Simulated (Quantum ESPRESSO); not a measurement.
Ru, 2 atoms in the cell. It takes space group P6_3/mmc (No. 194, hexagonal). Conventional cell: a = 2.706 Å, b = 2.706 Å, c = 4.282 Å, α = 90.00°, β = 90.00°, γ = 120.00°. Ru (site symmetry -6m2) has 12 Ru at 2.65 to 2.71 Å as nearest neighbours. 

```yaml
Program: Quantum ESPRESSO 7.5
Task: band structure
Functional: PBEsol
Potentials_or_basis: PseudoDojo 0.4 FR PBEsol standard
Cutoff: 1143 eV
Density_cutoff: 4572 eV
k_mesh: 11 × 11 × 6
Occupations: fermi-dirac, width 0.05 eV
Spin: spin-orbit coupling, no magnetisation
Mixing_beta: 0.5
Most_SCF_iterations: 120
SCF_threshold: 4e-10 Ry
```

Potentials or basis: PseudoDojo 0.4 FR PBEsol standard.

Launch:

```sh
$ OMP_NUM_THREADS=1 mpirun -n 2 pw.x -nk 2 -in pw.in > pw.out
$ OMP_NUM_THREADS=1 mpirun -n 2 pw.x -nk 2 -in bands.in > bands.out
```

Hardware: 2 MPI ranks on Intel(R) Xeon(R) 6975P-C (Granite Rapids), on a shared host.

Q: Estimate the wall time of this run.

A: It took 94 s on 2 MPI ranks on Intel(R) Xeon(R) 6975P-C (Granite Rapids) (shared host), peak memory 0.4 GiB a rank. Counts: scf iterations 8, k pools 2, bands 48, k points 64, g dense 18953.
